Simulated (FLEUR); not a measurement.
# Rh (Fm-3m) in FLEUR: a series of runs

The runs below take Rh through equation of state, with PBEsol.

All numbers are computed with FLEUR MaX-R8.1 (later development tree); they aren't measurements. Logs are shortened: lines on timing, memory, paths and dates and some standing lists are left out, and cuts for length are marked.

**Measured values to compare with.**

From “Thermal equation of state of rhodium characterized by XRD in a resistively heated diamond anvil cell”, 2024, pmc:11535440, for a bulk crystal of Rh: bulk modulus 264 ± 1 GPa.

The results are compared with them further down.

### 1 Starting point

It takes space group Fm-3m (No. 225, cubic). Conventional cell: a = 3.796 Å, b = 3.796 Å, c = 3.796 Å, α = 90.00°, β = 90.00°, γ = 90.00°. Rh (site symmetry m-3m) is surrounded by 12 Rh at 2.68 Å.

### 2 Equation of state, PBEsol, 12.85 Å³/atom (volume scaled by 0.94)

Contents of inp.xml:

```xml
<?xml version="1.0" encoding="UTF-8" standalone="no"?>
<fleurInput fleurInputVersion="0.39">
   <comment>
      Rh                                                                                                  
   </comment>
   <calculationSetup>
      <cutoffs Kmax="4.26" Gmax="13.2" GmaxXC="13.2" numbands="0"/>
      <scfLoop itmax="60" minDistance="0.00001" maxIterBroyd="15" imix="Anderson" alpha="0.05" precondParam="0.0" spinf="2.0" sdNocoIR="T"/>
      <coreElectrons ctail="T" frcor="F" kcrel="0" coretail_lmax="0"/>
      <xcFunctional name="PBEs" relativisticCorrections="F"/>
      <magnetism jspins="1"/>
      <soc l_soc="F" theta="0.0" phi="0.0" spav="F"/>
      <expertModes spex="0" secvar="F"/>
      <geometryOptimization l_f="F" forcealpha="1.0" forcemix="BFGS" epsdisp="0.0005" epsforce="0.0002"/>
      <ldaU l_linMix="F" mixParam="0.05" spinf="1.0"/>
   </calculationSetup>
   <cell>
      <bzIntegration valenceElectrons="17.0" mode="hist" fermiSmearingEnergy="0.00183747">
         <kPointListSelection listName="default-1"/>
         <!-- k-points included here -->
         <xi:include xmlns:xi="http://www.w3.org/2001/XInclude" href="kpts.xml"> </xi:include>
      </bzIntegration>
      <!-- symmetry operations included here -->
      <xi:include xmlns:xi="http://www.w3.org/2001/XInclude" href="sym.xml"> </xi:include>
      <bulkLattice scale="0.9795861087">
         <bravaisMatrix>
            <row-1>    0.0000000000000000     3.5864167255721098     3.5864167255721098</row-1>
            <row-2>    3.5864167255721098     0.0000000000000000     3.5864167255721098</row-2>
            <row-3>    3.5864167255721098     3.5864167255721098     0.0000000000000000</row-3>
         </bravaisMatrix>
      </bulkLattice>
   </cell>
   <atomSpecies>
      <species name="Rhodium (Rh)" element="Rh" atomicNumber="45">
         <mtSphere radius="2.3" gridPoints="777" logIncrement="0.016"/>
         <atomicCutoffs lmax="9" lnonsphr="9"/>
         <electronConfig flipSpins="F">
            <coreConfig>(1s1/2) (2s1/2) (2p1/2) (2p3/2) (3s1/2) (3p1/2) (3p3/2) (3d3/2) (3d5/2)</coreConfig>
            <valenceConfig>(4s1/2) (4p1/2) (4p3/2) (5s1/2) (4d3/2) (4d5/2)</valenceConfig>
            <stateOccupation state="(5s1/2)" spinUp="0.500000" spinDown="0.500000"/>
            <stateOccupation state="(4d3/2)" spinUp="1.600000" spinDown="1.600000"/>
            <stateOccupation state="(4d5/2)" spinUp="2.400000" spinDown="2.400000"/>
         </electronConfig>
         <energyParameters s="5" p="5" d="4" f="4"/>
         <lo type="SCLO" l="0" n="4" eDeriv="0"/>
         <lo type="SCLO" l="1" n="4" eDeriv="0"/>
         <lo type="SCLO" l="1" n="4" eDeriv="1"/>
         <lo type="SCLO" l="2" n="4" eDeriv="2"/>
         <lo type="SCLO" l="3" n="4" eDeriv="2"/>
      </species>
   </atomSpecies>
   <atomGroups>
      <atomGroup species="Rhodium (Rh)">
         <relPos label="                   1">.0000000000 .0000000000 .0000000000</relPos>
         <force calculate="T" relaxXYZ="TTT"/>
      </atomGroup>
   </atomGroups>
   <output dos="F" band="F" slice="F">
      <checks vchk="F" cdinf="F"/>
      <bandDOS minEnergy="-.5*Htr" maxEnergy="0.5*Htr" sigma="0.015" storeEVData="T"/>
      <vacuumDOS vacdos="F" integ="F" star="F" nstars="0" locx1="0.0" locy1="0.0" locx2="0.0" locy2="0.0" nstm="0" tworkf="0.0"/>
      <unfoldingBand unfoldBand="F" supercellX="1" supercellY="1" supercellZ="1"/>
      <plotting iplot="0" polar="F">
         <plot TwoD="T" vec1="  1.0  0.0  0.0" vec2="  0.0  1.0  0.0" vec3="  0.0  0.0  1.0" zero="  0.0  0.0  0.0" file="plot"/>
      </plotting>
      <chargeDensitySlicing numkpt="0" minEigenval="0.0" maxEigenval="0.0" nnne="0" pallst="F"/>
      <specialOutput eonly="F"/>
      <moessbauerParams electricFieldGradient="T" isomerShift="T" coreHyperfine="T" valenceHyperfine="T"/>
      <magneticCircularDichroism mcd="F" energyLo="-10.0" energyUp="0.0"/>
   </output>
  <!-- We include the file relax.xml here to enable relaxations (see documentation) -->
  <xi:include xmlns:xi="http://www.w3.org/2001/XInclude" href="relax.xml"> <xi:fallback/> </xi:include>
</fleurInput>
```

Potentials or basis: all-electron, FLAPW.

Launch:

```
> inpgen -f crystal.txt -profile fastHighL
> # inp.xml edited to the form shown
> fleur_MPI
```

Output:

```text
Welcome to FLEUR        (www.flapw.de)
      MaX-Release 8.1          (www.max-centre.eu)

 ========== k-point set info ==========
 Selected k-point list: default-1
 k-point list type: mesh
 12 x 12 x 12
 Number of k points: 72

 ------------Calculation Setup---------------------------
 Number of MPI-tasks      :            1
 Number of PE/node        :            1
 Number of OMP-threads    :            1
 Most efficient MPI parallelization for:
           1           2           3           4           6           8           9          12          18          24          36          72
 Additional eigenvalue parallelization possible
 Number of basis functions:          160
 Approximate size of matrices (H+S) per k-point:         0.000 GB
 --------------------------------------------------------
 Iteration:     1   Distance:      19.15451552 me/bohr^3
 Iteration:     2   Distance:      16.91672339 me/bohr^3
 Iteration:     3   Distance:       6.15406225 me/bohr^3
 Iteration:     4   Distance:       4.23110977 me/bohr^3
 Iteration:     5   Distance:       1.53136218 me/bohr^3
 Iteration:     6   Distance:       0.31005820 me/bohr^3
 Iteration:     7   Distance:       0.07202513 me/bohr^3
 Iteration:     8   Distance:       0.00567930 me/bohr^3
 Iteration:     9   Distance:       0.00389272 me/bohr^3
 Iteration:    10   Distance:       0.00044479 me/bohr^3
 Iteration:    11   Distance:       0.00026117 me/bohr^3
 Iteration:    12   Distance:       0.00002733 me/bohr^3
 Iteration:    13   Distance:       0.00000558 me/bohr^3

 ********************************************************************
 Run finished successfully
 Stop message:
   all done
 ********************************************************************
```

out.xml (last iteration):

```text
<iteration numberForCurrentRun="   13" overallNumber="   13">
         <energyParameters units="Htr">
            <atomicEP atomType="1" spin="1" branch="5s" branchLowest="-2.28" branchHighest="2.55" value="0.3826386173"/>
            <atomicEP atomType="1" spin="1" branch="5p" branchLowest="-1.07" branchHighest="3.31" value="0.5067543773"/>
            <atomicEP atomType="1" spin="1" branch="4d" branchLowest="-10.32" branchHighest="0.79" value="0.4668720796"/>
            <atomicEP atomType="1" spin="1" branch="4f" branchLowest="-9.99" branchHighest="2.72" value="0.7941485718"/>
            <loAtomicEP atomType="1" spin="1" branch="4s" branchLowest="-21.18" branchHighest="-2.28" value="-2.3060194182"/>
            <loAtomicEP atomType="1" spin="1" branch="4p" branchLowest="-17.00" branchHighest="-1.07" value="-1.1310640042"/>
            <loAtomicEP atomType="1" spin="1" branch="4p" branchLowest="-17.00" branchHighest="-1.07" value="-1.1310640042"/>
            <loAtomicEP atomType="1" spin="1" branch="4d" branchLowest="-10.32" branchHighest="0.79" value="0.4631759780"/>
            <loAtomicEP atomType="1" spin="1" branch="4f" branchLowest="-9.99" branchHighest="2.72" value="0.7941505201"/>
         </energyParameters>
         <eigenvalues>
            <eigenvaluesAt spin="1" ikpt="1" k_x="0.00000000" k_y="0.00000000" k_z="0.00000000">
                      -2.3115554496       -1.1127247907       -1.1127247907       -1.1127247907        0.2791111004
                       0.4668341912        0.4668341912        0.4668341912        0.5531147201        0.5531147201
                       1.1675340547        1.3768153965        1.3768153965        1.3768153965
            </eigenvaluesAt>
            <eigenvaluesAt spin="1" ikpt="2" k_x="0.00000000" k_y="0.00000000" k_z="0.08333333">
                      -2.3111863843       -1.1151006314       -1.1130405791       -1.1130405791        0.2899526979
                       0.4618768042        0.4711348205        0.4711348205        0.5506692259        0.5506692259
                       1.1839947747        1.3291304187        1.3934234850        1.3934234850
            </eigenvaluesAt>
            <eigenvaluesAt spin="1" ikpt="3" k_x="0.00000000" k_y="0.00000000" k_z="0.16666667">
                      -2.3101741681       -1.1215245927       -1.1139006896       -1.1139006896        0.3184413528
                       0.4532412737        0.4798586517        0.4798586517        0.5484521774        0.5484521774
                       1.2216875125        1.2449838515        1.4401051337        1.4401051337
            </eigenvaluesAt>
            <eigenvaluesAt spin="1" ikpt="4" k_x="0.00000000" k_y="0.00000000" k_z="0.25000000">
                      -2.3087833397       -1.1301543227       -1.1150719061       -1.1150719061        0.3469193641
                       0.4622233937        0.4815198062        0.4815198062        0.5592431484        0.5592431484
                       1.1590238569        1.2386163442        1.5059638148        1.5059638148
            </eigenvaluesAt>
         </eigenvalues>
         <bandgap value="0.0162169568" units="eV"/>
         <sumValenceSingleParticleEnergies value="-7.1955535409" units="Htr"/>
         <FermiEnergy value="0.5943582954" units="Htr"/>
         <valenceDensity>
            <mtCharges spin="1">
               <mtCharge atomType="1" total="15.2887193" s="2.3216296" p="6.2579577" d="6.6463332" f="0.0500732"/>
            </mtCharges>
            <spinDependentCharge spin="1" total="17.0000000" interstitial="1.7112807" mtSpheres="15.2887193"/>
            <totalCharge value="17.0000000000"/>
         </valenceDensity>
         <coreStates atomType="     1" atomicNumber=" 45" spin="1" kinEnergy="   4833.7287485724" eigValSum="  -2837.1081115916" lostElectrons=" 0.000000">
            <state n="1" l="0" j="0.5" energy="-844.9966528305" weight="1.0000000000"/>
            <state n="2" l="0" j="0.5" energy="-121.8768485313" weight="1.0000000000"/>
            <state n="2" l="1" j="0.5" energy="-112.8075066164" weight="1.0000000000"/>
            <state n="2" l="1" j="1.5" energy="-107.4977512898" weight="2.0000000000"/>
            <state n="3" l="0" j="0.5" energy="-21.1828423270" weight="1.0000000000"/>
            <state n="3" l="1" j="0.5" energy="-17.6339106314" weight="1.0000000000"/>
            <state n="3" l="1" j="1.5" energy="-16.7201727204" weight="2.0000000000"/>
            <state n="3" l="2" j="1.5" energy="-10.4322715763" weight="2.0000000000"/>
            <state n="3" l="2" j="2.5" energy="-10.2519678954" weight="3.0000000000"/>
         </coreStates>
         <allElectronCharges>
            <spinDependentCharge spin="1" total="45.0000000" interstitial="1.7112808" mtSpheres="43.2887192"/>
            <totalCharge value="44.9999999999"/>
         </allElectronCharges>
         <moessbauerParams unitsHFF="kG" unitsIS="e/bohr^3" unitsEFG="Htr/bohr^2">
            <coreIsomerShift atomType="1" isTotal="122127.71242">
               <shell n="1" l="0" isomerShift="107506.51758"/>
               <shell n="2" l="0" isomerShift="12108.40225"/>
               <shell n="2" l="1" isomerShift="229.39497"/>
               <shell n="3" l="0" isomerShift="2238.19215"/>
               <shell n="3" l="1" isomerShift="45.20546"/>
               <shell n="3" l="2" isomerShift="0.00001"/>
            </coreIsomerShift>
            <isomerShift atomType="1" nucleusRadius="0.0001107" averageDensity="122558.55726"/>
            <electricFieldGradient atomType="1" VXX="0.00000" VYY="0.00000" VZZ="0.00000" asymParam="0.00000">
            </electricFieldGradient>
         </moessbauerParams>
         <totalEnergy                                    value="    -4782.9116465172" units="Htr">
            <sumOfEigenvalues                            value="    -2844.3036651325">
               <coreElectrons value="-2837.1081115916"/>
               <valenceElectrons value="-7.1955535409"/>
            </sumOfEigenvalues>
            <densityCoulombPotentialIntegral value="-7650.4082221514"/>
            <densityEffectivePotentialIntegral value="-7829.9476268785"/>
            <chargeDenXCDenIntegral value="-136.6183929410"/>
            <FockExchangeEnergyValence value="0.0000000000"/>
            <FockExchangeEnergyCore value="0.0000000000"/>
            <atomTypeDependentContributions atomType="1">
               <electronNucleiInteractionDifferentMTs value="5778.4322581304"/>
               <MadelungTerm value="-28.3008461161"/>
            </atomTypeDependentContributions>
            <tkbTimesEntropy value="0.0002633975"/>
            <freeEnergy value="-4782.9119099147"/>
            <extrapolationTo0K value="-4782.9117782159"/>
         </totalEnergy>
         <densityConvergence units="me/bohr^3">
            <chargeDensity spin="1" distance="0.0000055845"/>
         </densityConvergence>
      </iteration>
```

Wall time 22 s (1 thread of Intel Xeon Platinum 8175M at 2.50GHz (Skylake/Cascade Lake), shared host); peak memory 0.06 GiB.

What came out:

```
Free energy                                           : -130149.6634 eV
Band gap on the k mesh                                : none (metal or under the smearing width)
Valence electrons inside the program's atomic spheres : Rh 15.29 (radii Rh 2.3 bohr)
```

### 3 Equation of state, PBEsol, 13.12 Å³/atom (volume scaled by 0.96)

inp.xml: that of step 2 with these lines changed.

```diff
@@ -24,3 +24,3 @@
       <xi:include xmlns:xi="http://www.w3.org/2001/XInclude" href="sym.xml"> </xi:include>
-      <bulkLattice scale="0.9795861087">
+      <bulkLattice scale="0.9864848297">
          <bravaisMatrix>
```

Potentials or basis: all-electron, FLAPW.

Launch:

```
> inpgen -f crystal.txt -profile fastHighL
> # inp.xml edited to the form shown
> fleur_MPI
```

Wall time 22 s (1 thread of Intel Xeon Platinum 8175M at 2.50GHz (Skylake/Cascade Lake), shared host); peak memory 0.06 GiB.

Results (log left out):

```
Free energy                                           : -130149.6848 eV
Band gap on the k mesh                                : none (metal or under the smearing width)
Valence electrons inside the program's atomic spheres : Rh 15.25 (radii Rh 2.3 bohr)
```

### 4 Equation of state, PBEsol, 13.40 Å³/atom (volume scaled by 0.98)

inp.xml: that of step 3 with these lines changed.

```diff
@@ -24,3 +24,3 @@
       <xi:include xmlns:xi="http://www.w3.org/2001/XInclude" href="sym.xml"> </xi:include>
-      <bulkLattice scale="0.9864848297">
+      <bulkLattice scale="0.9932883884">
          <bravaisMatrix>
```

Launch:

```
> inpgen -f crystal.txt -profile fastHighL
> # inp.xml edited to the form shown
> fleur_MPI
```

Run time: 25 s. Hardware: 1 thread of Intel Xeon Platinum 8175M at 2.50GHz (Skylake/Cascade Lake), shared host; peak memory 0.06 GiB.

Results (log left out):

```
Free energy                                           : -130149.6940 eV
Band gap on the k mesh                                : none (metal or under the smearing width)
Valence electrons inside the program's atomic spheres : Rh 15.22 (radii Rh 2.3 bohr)
```

### 5 Equation of state, PBEsol, 13.67 Å³/atom

inp.xml: that of step 4 with these lines changed.

```diff
@@ -24,3 +24,3 @@
       <xi:include xmlns:xi="http://www.w3.org/2001/XInclude" href="sym.xml"> </xi:include>
-      <bulkLattice scale="0.9932883884">
+      <bulkLattice scale="1.0000000000">
          <bravaisMatrix>
```

Launch:

```
> inpgen -f crystal.txt -profile fastHighL
> # inp.xml edited to the form shown
> fleur_MPI
```

Wall time 25 s (1 thread of Intel Xeon Platinum 8175M at 2.50GHz (Skylake/Cascade Lake), shared host); peak memory 0.06 GiB.

Results (log left out):

```
Free energy                                           : -130149.6927 eV
Band gap on the k mesh                                : none (metal or under the smearing width)
Valence electrons inside the program's atomic spheres : Rh 15.19 (radii Rh 2.3 bohr)
```

### 6 Equation of state, PBEsol, 13.94 Å³/atom (volume scaled by 1.02)

inp.xml: that of step 5 with these lines changed.

```diff
@@ -24,3 +24,3 @@
       <xi:include xmlns:xi="http://www.w3.org/2001/XInclude" href="sym.xml"> </xi:include>
-      <bulkLattice scale="1.0000000000">
+      <bulkLattice scale="1.0066227096">
          <bravaisMatrix>
```

Potentials or basis: all-electron, FLAPW.

Launch:

```
> inpgen -f crystal.txt -profile fastHighL
> # inp.xml edited to the form shown
> fleur_MPI
```

It took 27 s on 1 thread of Intel Xeon Platinum 8175M at 2.50GHz (Skylake/Cascade Lake), shared host; peak memory 0.06 GiB.

The run converged. Its results:

```yaml
Free_energy: -130149.6817 eV
Band_gap_on_the_k_mesh: none (metal or under the smearing width)
Valence_electrons_inside_the_program's_atomic_spheres: Rh 15.16 (radii Rh 2.3 bohr)
```

### 7 Equation of state, PBEsol, 14.22 Å³/atom (volume scaled by 1.04)

inp.xml: that of step 6 with these lines changed.

```diff
@@ -24,3 +24,3 @@
       <xi:include xmlns:xi="http://www.w3.org/2001/XInclude" href="sym.xml"> </xi:include>
-      <bulkLattice scale="1.0066227096">
+      <bulkLattice scale="1.0131594038">
          <bravaisMatrix>
```

Launch:

```
> inpgen -f crystal.txt -profile fastHighL
> # inp.xml edited to the form shown
> fleur_MPI
```

It took 27 s on 1 thread of Intel Xeon Platinum 8175M at 2.50GHz (Skylake/Cascade Lake), shared host; peak memory 0.06 GiB.

It converged, with:

- Free energy: -130149.6624 eV
- Band gap on the k mesh: none (metal or under the smearing width)
- Valence electrons inside the program's atomic spheres: Rh 15.13 (radii Rh 2.3 bohr)

### 8 Equation of state, PBEsol, 14.49 Å³/atom (volume scaled by 1.06)

inp.xml: that of step 7 with these lines changed.

```diff
@@ -24,3 +24,3 @@
       <xi:include xmlns:xi="http://www.w3.org/2001/XInclude" href="sym.xml"> </xi:include>
-      <bulkLattice scale="1.0131594038">
+      <bulkLattice scale="1.0196128224">
          <bravaisMatrix>
```

Launch:

```
> inpgen -f crystal.txt -profile fastHighL
> # inp.xml edited to the form shown
> fleur_MPI
```

Run time: 27 s. Hardware: 1 thread of Intel Xeon Platinum 8175M at 2.50GHz (Skylake/Cascade Lake), shared host; peak memory 0.06 GiB.

Results (log left out):

* Free energy: -130149.6358 eV
* Band gap on the k mesh: none (metal or under the smearing width)
* Valence electrons inside the program's atomic spheres: Rh 15.10 (radii Rh 2.3 bohr)

### 9 Equation of state, PBEsol

Potentials or basis: all-electron, FLAPW.

No new run: the results of the series are fitted here.

What came out:

- Equilibrium volume: 13.49 Å³/atom
- Bulk modulus: 296 GPa
- Pressure derivative of the bulk modulus: 5.1

Energy against volume, from the lowest point:
```csv
volume (Å³/atom),energy (meV/atom)
12.851,30.64
13.125,9.24
13.398,0.00
13.671,1.29
13.945,12.31
14.218,31.57
14.492,58.20
```

### 10 Comparison with measurements

Step 9. Measured bulk modulus of Rh: 264 GPa (quoted in “Thermal equation of state of rhodium characterized by XRD in a resistively heated diamond anvil cell”, 2024, pmc:11535440). This calculation gives 296 GPa (+12.2 %). The fit is for a static lattice scaled at fixed shape and fixed fractional positions.
